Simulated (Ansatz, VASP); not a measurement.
# One calculation of Mg2GeN2, two programs

```
Mg Ge N
1.0
    -3.13174    0.00000    0.00000
     0.00000    5.42434    0.00000
     1.56587   -0.90406   -7.64457
Mg Ge N
4 2 4
Direct
  0.05862 0.68621 0.11723
  0.55862 0.18621 0.11723
  0.69732 0.89911 0.39463
  0.19732 0.39911 0.39463
  0.38352 0.79451 0.76704
  0.88352 0.29451 0.76704
  0.62422 0.54141 0.24844
  0.12422 0.04141 0.24844
  0.82153 0.60718 0.64305
  0.32153 0.10718 0.64305
```

Alike in both runs: task single point; functional PBE; k mesh 4 × 4 × 4; occupations gaussian, width 0.1 eV; no spin polarisation.

|  | VASP | Ansatz |
| --- | --- | --- |
| version | VASP 6.6.1 | Ansatz 0.2.0 |
| potentials or method | VASP PAW PBE potentials, release 64 (Mg, Ge_d, N) | scalar-relativistic, plane waves, PAW |
| plane-wave cutoff (eV) | 520 | 420 |
| valence electrons in the cell | 56 | 88 |

Ansatz gave:

| Quantity | Value |
| --- | --- |
| gap on the k mesh at the Fermi level (eV) | 0.57 |
| least direct gap on the mesh (eV) | 0.57 |
| pressure (GPa) | 0.0 |
| largest component of the traceless stress (GPa) | 0.11 |
| rms of the force components (eV/Å) | 0.012 |

Problem. Which values does VASP return?

Solution. gap on the k mesh at the Fermi level (eV): 0.51; least direct gap on the mesh (eV): 0.51; pressure (GPa): -0.2; largest component of the traceless stress (GPa): 0.21; rms of the force components (eV/Å): 0.024.

Atom by atom the forces differ by 0.022 eV/Å (rms over components). The functional is the same, so the differences come from potentials, cutoffs and numerics. The two sets of potentials don't hold the same shells in valence.

Caveats: the k mesh is coarse (spacing up to 0.51 Å⁻¹), so the values aren't converged. A k mesh can miss the band edges.
